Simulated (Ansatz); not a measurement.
# Ir(111) / 3 layers Ru(0001) / Ir(111): resistance against film thickness

How does the resistance across the layers grow with the film in Ir(111) / 3 layers Ru(0001) / Ir(111)?

Method: Ansatz plane-wave DFT, PBE, PAW files; ballistic transport by layer matching (Landauer), zero bias, in Ansatz 0.2.0.

## 1. Starting point

The cell holds 11 atoms: 8 Ir and 3 Ru. Cell: a = 2.715 Å, b = 2.715 Å, c = 24.113 Å, α = 90.0°, β = 90.0°, γ = 120.0°. It derives from Ir and Ru. Regions: lead, 8 atoms (8 Ir); films, 3 atoms (3 Ru). The structure is stacked along c, and the current runs across the ab planes.

## 2. With 3 layers

The film is laid into the lead at the lead's in-plane lattice, and the cell closes on the lead's own image. The mesh across the current, 30×30, is finer than the density's, because channels open and close sharply across the zone. Energies from -1 to 1 eV in steps of 0.036 eV cover the slope of the Fermi function at 300 K, so the program can form a conductance.

input.yaml reads:

```yaml
crystal:
  lattice:
    - [2.7148657757, 0.0, 0.0]
    - [-1.3574328878, 2.3511427296, 0.0]
    - [0.0, 0.0, 24.1134548478]
  atoms:
    - { symbol: Ir, position: [0.0, 0.0, 0.045963522] }
    - { symbol: Ir, position: [0.3333333333, 0.6666666667, 0.1378905659] }
    - { symbol: Ir, position: [0.6666666667, 0.3333333333, 0.2298176099] }
    - { symbol: Ir, position: [0.0, 0.0, 0.3217446538] }
    - { symbol: Ru, position: [0.3333333333, 0.6666666667, 0.4118054505] }
    - { symbol: Ru, position: [0.6666666667, 0.3333333333, 0.5] }
    - { symbol: Ru, position: [0.3333333333, 0.6666666667, 0.5881945495] }
    - { symbol: Ir, position: [0.6666666667, 0.3333333333, 0.6782553462] }
    - { symbol: Ir, position: [0.0, 0.0, 0.7701823901] }
    - { symbol: Ir, position: [0.3333333333, 0.6666666667, 0.8621094341] }
    - { symbol: Ir, position: [0.6666666667, 0.3333333333, 0.954036478] }
kpoints:
  mp_grid: { grid: [16, 16, 1] }
hamiltonian:
  xc: pbe
scf:
  occupations: { method: fermi_dirac, width: 0.1 }
output:
  transmission: { leads: [[0, 1]], kmesh: [30, 30], e_range: [-1.0, 1.0], de: 0.036 }
  write_potential: true
  write_density: true
  volumetric_format: npy
  elf: true
```

Started as:

```
> ansatz run input.yaml --threads 4 --pin off --max-ram 8192MiB --backend cpu --events-out ev --progress --plain --runs-dir out
```

Numbers of over 12 decimals in the logs are rounded to 6 here.

The log of the run:

```text
Engine: ansatz 0.2.0, aarch64-unknown-linux-gnu
Pseudopotentials: kind: paw
Pseudopotential: Ir, paw, valence charge 17, recommended cutoff 420 eV (normal), Ir.paw.azcp
Pseudopotential: Ru, paw, valence charge 16, recommended cutoff 420 eV (normal), Ru.paw.azcp
Functional definition: PBE
  parameter kappa = 0.804
  parameter beta = 0.066725
  exchange = pbe_x(kappa = kappa, mu = beta*pi^2/3)
  correlation = pbe_c(beta = beta)
Crystal: 11 atoms, lattice volume = 153.917 Å³
Basis set: ecut = 420 eV, 3051 PW (Γ)
Bands: 111, of which v1, the nominal top of the filled ones, is band 92 counted from 1 (91 counted from 0)
Symmetry: 6 space group operations
Space group: P3m1 (ITA 156), of the structure as read, at distance tolerance 5.4e-5 Å
k-points: 30 of 256 (time reversal used)
Non-local potential: Ir, projectors of the file, l = 0: 3, l = 1: 2, l = 2: 2, l = 3: 1
Non-local potential: Ru, projectors of the file, l = 0: 3, l = 1: 2, l = 2: 2, l = 3: 1
PAW form: soft (Blöchl's): semilocal exchange-correlation on the pseudo side does not see the compensation charge
PAW one-centre angular grid: Ir, 590 points (default); XC on 64 Gauss nodes
PAW one-centre angular grid: Ru, 590 points (default); XC on 64 Gauss nodes
Initial density: superposition of atomic densities (neutral atoms: chi_scale 0, normalization atom), corrected by the library's trained network
Initial wavefunctions: pseudopotential atomic-orbital guess
Functional: x = pbe(κ = 0.804, μ = 0.219515), c = pbe(β = 0.066725)
SCF iter   1: F=—  HF=-113118.602538 eV  |F-HF|=—  |Δ(HF+E_count)|=         —  Δρ=7.59e-3  dr2=2.08e0  ethr=1.77e-3  ⟨swp⟩=5.1  Hψ=10326  notcnv=0  defer=44
preconditioner: auto → Kerker (q_TF=auto, 2.811 Å⁻¹)  [metal: Δε(μ)=0.012 eV  Ē_g=6.532 eV  σ=0.100 eV  W_gap=0.03  n_scr=62 (ndim 8)  ℏωp=29.3 eV  f_vac=0.000  D(μ)=10.70/eV (n_scr^D=128)]
SCF iter   2: F=—  HF=-113118.606950 eV  |F-HF|=—  |Δ(HF+E_count)|=   4.41e-3  Δρ=4.27e-3  dr2=8.40e-1  ethr=1.13e-3  ⟨swp⟩=1.1  Hψ=3844  notcnv=0  defer=44
SCF iter   3: F=—  HF=-113118.604377 eV  |F-HF|=—  |Δ(HF+E_count)|=   2.57e-3  Δρ=6.17e-4  dr2=2.27e-2  ethr=4.57e-4  ⟨swp⟩=1.0  Hψ=3265  notcnv=0  defer=45
SCF iter   4: F=—  HF=-113118.603886 eV  |F-HF|=—  |Δ(HF+E_count)|=   4.91e-4  Δρ=2.39e-4  dr2=2.64e-3  ethr=1.23e-5  ⟨swp⟩=1.0  Hψ=3265  notcnv=0  defer=45
SCF iter   5: F=—  HF=-113118.603874 eV  |F-HF|=—  |Δ(HF+E_count)|=   1.23e-5  Δρ=8.26e-5  dr2=3.24e-5  ethr=1.43e-6  ⟨swp⟩=1.0  Hψ=3265  notcnv=0  defer=45
SCF iter   6: F=—  HF=-113118.603867 eV  |F-HF|=—  |Δ(HF+E_count)|=   6.18e-6  Δρ=1.66e-5  dr2=1.98e-6  ethr=1.76e-8  ⟨swp⟩=2.0  Hψ=4826  notcnv=0  defer=46
SCF iter   7: F=—  HF=-113118.603867 eV  |F-HF|=—  |Δ(HF+E_count)|=   1.77e-8  Δρ=4.22e-6  dr2=2.19e-7  ethr=1.08e-9  ⟨swp⟩=1.1  Hψ=3267  notcnv=0  defer=46
SCF iter   8: F=-113118.603867 eV  HF=-113118.603867 eV  |F-HF|=3.13e-8  |Δ(HF+E_count)|=   6.01e-9  Δρ=8.85e-7  dr2=3.18e-8  ethr=5.43e-11  ⟨swp⟩=5.4  Hψ=6697  notcnv=0
SCF 1 converged in 8 iterations: F = -113118.603867 eV  dr2 = 3.18e-8
  greatest PAW one-centre occupation: 1.000 electrons in one spin orbital (limit 2), on the Ir atom at site 7 (counted from 0), in its partial waves of l = 0
transmission: 402 of 4004 steps passed
transmission: 802 of 4004 steps passed
[...]
transmission: 4004 of 4004 steps passed
SCF converged after 8 iterations
Free energy (F): -113118.603867 eV
Harris-Foulkes:  -113118.603867 eV  (|F-HF|=3.13e-8)
Internal energy: -113118.256110 eV  (E = F + TS)
E sigma→0 (E₀):  -113118.429989 eV
Entropy (-TS):   -0.347757 eV (-31.614 meV/atom)
Fermi energy:    25.209303 eV
--- Per-component energies (eV) ---
  E_band       = -819.938100
  E_kinetic    = 6531.429773
  E_local      = -12315.138428  (includes V_loc(G=0)·N_el)
  E_nonlocal   = 1610.128679
  E_hartree    = 4497.978837
  E_xc         = -2718.196398
  E_vxc        = -3122.309122  (∫ρ·V_xc dr)
  E_paw        = -84169.602902  (= ΣΔE_a)
  E_vpaw       = -2520.007814  (= ΣTr[D̂ρ^β])
  E_aug_tail   = -0.000141  (compensation charges beyond the density's cutoff)
  E_ewald      = -26554.855532
  E_smearing   = -0.347757  (= −TS)
  E_closure    = 0.000000  (closes the sum)
  Σ components = -113118.603867   (vs F -113118.603867, Δ=0.00e0)
--- Band table (eV; the first three rows and the last of 30) ---
  k-point 0: bands = [... 88 lower, 23.9306, 23.9306, 23.9823, 23.9823, 24.0485, 24.0485, 24.2977, 24.2977, ... 15 higher]
  k-point 1: bands = [... 88 lower, 23.6906, 23.7602, 23.8162, 23.9674, 24.0449, 24.1570, 24.1886, 24.3765, ... 15 higher]
  k-point 2: bands = [... 88 lower, 23.2582, 23.4643, 23.6127, 23.7292, 23.9375, 24.0160, 24.1101, 24.2133, ... 15 higher]
  k-point 29: bands = [... 88 lower, 25.1701, 25.5585, 25.5902, 25.6100, 25.7268, 25.8340, 25.9671, 26.0979, ... 15 higher]
--- Transmission ---
  basis      : 55 plane waves across, 44 finite elements along
  points     : 91, standing for a mesh of 30 x 30
  filling    : by the input's occupations and mesh, since the crystals that have channels conduct as metals do. If one of these is a semiconductor, that mesh has misplaced its level
  energies   : 56 from -1.000000 to 0.980000 eV about the Fermi level, 0.036000 eV apart; the leads are filled to 0.000000 eV, and channels, transmission and decay are at 0.008000 eV
  crystal 0  : Ir1, at the sites [0, 1], period 2.2167 Å, over 17.73 Å; its Hamiltonian steps by up to 2.2 meV
    offset         : up to 0.0000 Å between an atom of the period and one for which it stands
    filled         : 1.9 meV over the level at which it is neutral
    channels       : 1.562222e0 a spin
    conductance    : 1.9292e15 S/m² at 300 K; may be off by some 0.0 % by where its bands' edges are placed, 6.1 % from the k-mesh, 0.0 % from the distance to neutral
    slowest decay  : 0.0418 /Å at (0.3333, 0.3333)
  junction   : crystal 0 to crystal 0, 0.70 to 22.59 Å
    transmission   : 9.292847e-1 a spin
    conductance    : 1.1333e15 S/m² at 300 K (1.1059e15 on every other point, 1.1309e15 on every other energy)
    error estimate : 0.2 % from the energy spacing and 0.1 % from band edges of the leads and from resonances (wavevectors taken as independent; lower de), 4.8 % from the k-mesh, 0.8 % from the steps of its leads' Hamiltonians or their offsets (lay more layers), 0.1 % from the distance to neutral
    resistance     : 3.6401e-4 Ω µm² beyond half of each lead's own
```

Run time: 91 s. Hardware: 4 threads of Arm Neoverse V2, shared host; peak memory 0.84 GiB; 5.4 min of CPU time.

Numbers from this step:

| Item | Value |
| --- | --- |
| free energy | -113118.6039 eV |
| energy at zero smearing | -113118.4300 eV |
| Fermi energy | 25.21 eV |
| cell area | 6.383 Å² |
| step of the lead's potential | 2.2 meV |
| ballistic conductance of the lead | 1.93e15 S/m² |
| estimated errors of the lead's conductance | 0, 6.1, 0 % (band edges, k-mesh, distance from neutral) |
| lead conductance per cell | 1.589 G₀ |
| conductance of the junction | 1.13e15 S/m² |
| junction conductance per cell | 0.9336 G₀ |
| estimated errors of the junction's conductance | 0.2, 0.1, 4.8, 0.8, 0.1 % (energy step, band edges, k-mesh, leads' steps, distance from neutral) |
| area resistance that the stack adds (contact term taken off, spin by spin) | 0.3640 fΩ m² |

Per spin. The transmission, zone mean by energy, zero at the Fermi level:

energy (eV), transmission, zone mean and a bar from the least value:
```
   -1.000       0.88 #####
   -0.964       0.87 ####
   -0.892       0.86 ###
   -0.856       0.84 #
   -0.784       0.83 
   -0.748       0.83 #
   -0.676       0.83 #
   -0.640       0.85 ##
   -0.568       0.85 ##
   -0.532       0.86 ###
   -0.496       0.86 ####
   -0.460       0.84 ##
   -0.424       0.83 
   -0.352       0.83 
   -0.316       0.83 #
   -0.244       0.84 #
   -0.208       0.84 ##
   -0.136       0.88 #####
   -0.100       0.89 ######
   -0.028       0.93 ##########
    0.008       0.93 ##########
    0.080       0.96 #############
    0.116       0.97 ##############
    0.188       0.94 ###########
    0.224       0.95 ############
    0.296       0.96 #############
    0.332       0.97 ##############
    0.404       1.00 #################
    0.440       1.02 ##################
    0.512       1.05 ######################
    0.548       1.10 ##########################
    0.620       1.14 ##############################
    0.656       1.13 #############################
    0.728       1.10 ##########################
    0.764       1.10 ##########################
    0.836       1.02 ###################
    0.872       1.03 ###################
    0.944       0.99 ################
    0.980       0.94 ###########
```

Per spin. Open channels, zone mean, lead against energy, zero at the Fermi level:

energy (eV), open channels, zone mean, lead and a bar from the least value:
```
   -1.000       1.54 #####
   -0.964       1.51 ####
   -0.892       1.48 ##
   -0.856       1.45 #
   -0.784       1.45 #
   -0.748       1.48 ##
   -0.676       1.52 ####
   -0.640       1.54 #####
   -0.568       1.54 #####
   -0.532       1.58 #######
   -0.460       1.52 ####
   -0.424       1.46 #
   -0.352       1.44 
   -0.316       1.48 ##
   -0.244       1.52 ####
   -0.208       1.55 ######
   -0.136       1.57 #######
   -0.100       1.60 ########
   -0.028       1.59 ########
    0.008       1.56 ######
    0.080       1.62 #########
    0.116       1.66 ###########
    0.188       1.64 ##########
    0.224       1.63 ##########
    0.296       1.66 ###########
    0.332       1.71 ##############
    0.404       1.76 ################
    0.440       1.78 #################
    0.512       1.92 ########################
    0.548       1.93 #########################
    0.620       2.04 ##############################
    0.656       2.04 ##############################
    0.728       1.92 ########################
    0.764       2.00 ############################
    0.836       1.83 ####################
    0.872       1.84 ####################
    0.944       1.64 ##########
    0.980       1.55 ######
```

Transmission over k1 and k2. At 0.0080 eV from the Fermi level.

Ten even steps from '0' (0.00) to '9' (1.97), each cell a mean:
```
768442000001547679440122210347
666456100000454666440013320024
344556215555136555530003322001
114554442121244555411123313321
000114687654567853110012333332
000062489988899984251000220022
100071379999999998425300010001
210071358999999999742350011333
545312368999999999986431254455
764544589999998899999865365488
567554699999998889999998555485
778456357999999888999998535547
666456223579999999999986431454
344422115236899999999985316112
100001000532589999999996317000
021001100034259999899998417000
023223320001146987656789531100
122331332101344554322235544420
200132331002555553155551356553
540002330004455556310001265455
764201232004487765510000035487
577421111013486577421000013486
```
Columns: k1 (b1) from -0.5 to 0.467; rows upwards: k2 (b2) from -0.5 to 0.467.

Open channels over k1 and k2. At 0.0080 eV from the Fermi level.

Ten even steps from '0' (0.00) to '9' (3.47), each cell a mean:
```
555253222222535555222222222225
444255222222454444220122222012
445595337777335955542224224222
224445555333555554422222202222
222225555555555554222222224222
222275555555555555573222223222
222282555555555555546522222012
422282555555555555554462224112
345335555555555555555553255233
544545555555555555555555455255
555395555555555555555555559255
555255455555555555555555554534
444255245555555555555555552454
522253227355555555555555537233
220022222644555555555555528222
222122222256555555555555548222
222252222223355555555555553222
222221222222445555544455554442
422241242224555953366673359554
320032232003333455333332256333
542122222212255544522222245255
554242222224255554342222225255
```
Columns: k1 (b1) from -0.5 to 0.467; rows upwards: k2 (b2) from -0.5 to 0.467.

Valence density in the ca plane at fractional y = 0.333, with atoms of Ir and Ru within 0.2 Å of it. It is the smooth field of the valence electrons, not physical close to the nuclei.

Ten even steps from '0' (0.2 e/Å³) to '9' (9.7 e/Å³), each cell a mean:
```
00000000000134200000000000000134200000000134
00000000000278610000000000000278610000000378
00000000000389720000000000000389710000000489
00000000000267510000000000000267510000000267
00000000000022100000000000000012100000000022
11000011000000000011100001000000000011000000
11000011100000000011100011100000000011000000
11000011000000000011000001000000000001000000
```
Columns run along c (16.0 Å, from fractional 0.04 to 0.70 of the cell), rows up along a (2.7 Å). Atoms in or near the plane, at fractional coordinates: Ir at (0.23, 0.67), Ru at (0.50, 0.67), Ir at (0.68, 0.67).

Electrostatic potential energy in the ca plane at fractional y = 0.333, with atoms of Ir and Ru within 0.2 Å of it. With pseudopotentials it is smooth inside the atoms' cores, unlike the true potential.

Ten even steps from '0' (-52 eV) to '9' (27 eV), each cell a mean:
```
88999988999743479988899998999732489998999643
99999999998410259999999999998400069999998410
99999999998300158999999999998300059999997300
99999999998510269999999999998400169999998410
88899988899754689988899988899854689988999754
66799866799988899876789876799988999876799988
55799865789999999865689865689999999865799999
66799876799987899876789977799988899877899987
```
Columns run along c (16.0 Å, from fractional 0.04 to 0.70 of the cell; values clipped at the 3rd and 97th percentile), rows up along a (2.7 Å). Atoms in or near the plane, at fractional coordinates: Ir at (0.23, 0.67), Ru at (0.50, 0.67), Ir at (0.68, 0.67).

ELF in the ca plane at fractional y = 0.333, with atoms of Ir and Ru within 0.2 Å of it. It is the smooth field of the valence electrons, not physical close to the nuclei.

Values, 5 rows by 16 columns, each cell a mean:
```
0.29 0.23 0.28 0.29 0.54 0.45 0.29 0.28 0.23 0.26 0.35 0.59 0.30 0.25 0.31 0.58
0.29 0.18 0.29 0.29 0.54 0.49 0.30 0.26 0.22 0.31 0.42 0.51 0.34 0.29 0.33 0.55
0.28 0.24 0.29 0.29 0.53 0.44 0.29 0.28 0.23 0.27 0.34 0.57 0.30 0.26 0.31 0.57
0.39 0.30 0.39 0.30 0.31 0.30 0.33 0.35 0.29 0.37 0.27 0.29 0.26 0.38 0.26 0.32
0.40 0.30 0.38 0.30 0.31 0.30 0.34 0.36 0.28 0.36 0.27 0.28 0.26 0.37 0.25 0.32
```
Columns run along c (16.0 Å, from fractional 0.04 to 0.70 of the cell), rows up along a (2.7 Å). Atoms in or near the plane, at fractional coordinates: Ir at (0.23, 0.67), Ru at (0.50, 0.67), Ir at (0.68, 0.67).

The lead's potential steps by 2.2 meV from period to period, small in itself. The program estimates the junction's conductance to 4.8 % from the k-mesh, 0.1 % from the leads' distance from neutral and 0.8 % from their steps.

By hand: 1/G − 1/G_lead = 1/1.133 − 1/1.929 = 0.364 fΩ m² with G in 10¹⁵ S/m².

## 3. With 5 layers, film layers 5

The stack now holds 5 film layers; the k-mesh follows the cell, and the energies span -0.27 to 0.27 eV.

System of this step: Ir(111) / 5 layers Ru(0001) / Ir(111). The cell holds 13 atoms: 8 Ir and 5 Ru. Its edges and angles: a = 2.715 Å, b = 2.715 Å, c = 28.367 Å, α = 90.0°, β = 90.0°, γ = 120.0°. It derives from Ir and Ru. Regions: lead, 8 atoms (8 Ir); films, 5 atoms (5 Ru). The structure is stacked along c, and the current runs across the ab planes.

input.yaml reads:

```yaml
crystal:
  lattice:
    - [2.7148657757, 0.0, 0.0]
    - [-1.3574328878, 2.3511427296, 0.0]
    - [0.0, 0.0, 28.3668054209]
  atoms:
    - { symbol: Ir, position: [0.0, 0.0, 0.0390717] }
    - { symbol: Ir, position: [0.3333333333, 0.6666666667, 0.1172151] }
    - { symbol: Ir, position: [0.6666666667, 0.3333333333, 0.1953585001] }
    - { symbol: Ir, position: [0.0, 0.0, 0.2735019001] }
    - { symbol: Ru, position: [0.3333333333, 0.6666666667, 0.3500588801] }
    - { symbol: Ru, position: [0.6666666667, 0.3333333333, 0.42502944] }
    - { symbol: Ru, position: [0.3333333333, 0.6666666667, 0.5] }
    - { symbol: Ru, position: [0.6666666667, 0.3333333333, 0.57497056] }
    - { symbol: Ru, position: [0.3333333333, 0.6666666667, 0.6499411199] }
    - { symbol: Ir, position: [0.6666666667, 0.3333333333, 0.7264980999] }
    - { symbol: Ir, position: [0.0, 0.0, 0.8046414999] }
    - { symbol: Ir, position: [0.3333333333, 0.6666666667, 0.8827849] }
    - { symbol: Ir, position: [0.6666666667, 0.3333333333, 0.9609283] }
kpoints:
  mp_grid: { grid: [16, 16, 1] }
hamiltonian:
  xc: pbe
scf:
  occupations: { method: fermi_dirac, width: 0.1 }
output:
  transmission:
    leads: [[0, 1]]
    kmesh: [30, 30]
    e_range: [-0.27, 0.27]
    de: 0.036
  write_potential: true
  write_density: true
  volumetric_format: npy
```

The log of the run:

```text
[...]
Crystal: 13 atoms, lattice volume = 181.066 Å³
Basis set: ecut = 420 eV, 3569 PW (Γ)
Bands: 130, of which v1, the nominal top of the filled ones, is band 108 counted from 1 (107 counted from 0)
Symmetry: 6 space group operations
[...]
k-points: 30 of 256 (time reversal used)
[...]
--- Transmission ---
  basis      : 55 plane waves across, 52 finite elements along
  points     : 91, standing for a mesh of 30 x 30
[...]
filled         : 2.4 meV under the level at which it is neutral
    channels       : 1.575556e0 a spin
[...]
slowest decay  : 0.0323 /Å at (0.3333, 0.3333)
  junction   : crystal 0 to crystal 0, 0.70 to 26.85 Å
    transmission   : 7.939234e-1 a spin
[...]
resistance     : 5.1782e-4 Ω µm² beyond half of each lead's own
[key lines of the parts left out:]
SCF converged after 8 iterations
Free energy (F): -124875.984318 eV
Fermi energy:    24.951893 eV
```

Run time: 57 s. Hardware: 4 threads; peak memory 1.1 GiB.

Numbers from this step:

* free energy: -124875.9843 eV
* energy at zero smearing: -124875.7854 eV
* Fermi energy: 24.95 eV
* step of the lead's potential: 5.9 meV
* conductance of the junction: 9.65e14 S/m²
* junction conductance per cell: 0.7950 G₀
* estimated errors of the junction's conductance: 0.4, 0.2, 4, 2.9, 0.1 % (energy step, band edges, k-mesh, leads' steps, distance from neutral)
* area resistance that the stack adds (contact term taken off, spin by spin): 0.5178 fΩ m²

Per spin. Table of transmission, zone mean by energy, zero at the Fermi level:

```
energy (eV)  transmission, zone mean
     -0.270                    0.765
     -0.234                    0.765
     -0.198                    0.768
     -0.162                    0.771
     -0.126                    0.779
     -0.090                    0.779
     -0.054                    0.780
     -0.018                    0.779
      0.018                    0.794
      0.054                    0.824
      0.090                    0.846
      0.126                    0.886
      0.162                    0.902
      0.198                    0.864
      0.234                    0.850
      0.270                    0.861
```

The conductance of the junction is 9.6e14 S/m², 15 % under the 1.1e15 S/m² of the last finished run.

(Part 1 of 2 ends here.)

[Logs are printed without paths, hosts, clocks, repeated set-up lines and the standing remarks that a program may print on its own settings, such as how far it seeks lower states.]

[Hosts, paths, dates, database ids (printed as entryN), source tags and the programs' standing remarks are cut or masked in the printed files.]
